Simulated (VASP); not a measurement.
Here is a VASP 6.6.1 calculation.

The input INCAR:

```
SYSTEM = Li16H
PREC = Accurate
ENCUT = 520
EDIFF = 1E-6
ISMEAR = -1
SIGMA = 0.1
LREAL = Auto
LASPH = .TRUE.
NELM = 100
ALGO = Normal
ISIF = 2
LWAVE = .FALSE.
LCHARG = .FALSE.
GGA = PS
IBRION = 2
NSW = 45
EDIFFG = -0.08
```

KPOINTS

```
Automatic mesh
0
G
  2 2 2
  0 0 0
```

The input POSCAR:

```
Li16H
1.0
    6.9800000000      0.0000000000      0.0000000000
    0.0000000000      6.9800000000      0.0000000000
    0.0000000000      0.0000000000      6.9800000000
Li H
16 1
Direct
    0.0000000000      0.0000000000      0.0000000000
    0.5000000000      0.0000000000      0.0000000000
    0.0000000000      0.5000000000      0.0000000000
    0.0000000000      0.0000000000      0.5000000000
    0.2500000000      0.2500000000      0.2500000000
    0.5000000000      0.5000000000      0.0000000000
    0.5000000000      0.0000000000      0.5000000000
    0.7500000000      0.2500000000      0.2500000000
    0.0000000000      0.5000000000      0.5000000000
    0.2500000000      0.7500000000      0.2500000000
    0.2500000000      0.2500000000      0.7500000000
    0.5000000000      0.5000000000      0.5000000000
    0.7500000000      0.7500000000      0.2500000000
    0.7500000000      0.2500000000      0.7500000000
    0.2500000000      0.7500000000      0.7500000000
    0.7500000000      0.7500000000      0.7500000000
    0.8741829000      0.2550045000      0.0030934000
```

Potentials or basis: VASP PAW PBE potentials, release 64 (Li_sv, H).

The run is started by

```sh
$ cat potpaw_PBE.64/Li_sv/POTCAR potpaw_PBE.64/H/POTCAR > POTCAR
$ mpirun -np 1 vasp_std > vasp.out
```

(1) Predict the band gap on the k mesh.

(2) What does it give for the energy gained by relaxing?

Answers

(1) none (metal or under the smearing width).

(2) 2.5 meV/atom.

Caveat: the k mesh is coarse (spacing up to 0.45 Å⁻¹), so the values aren't converged.
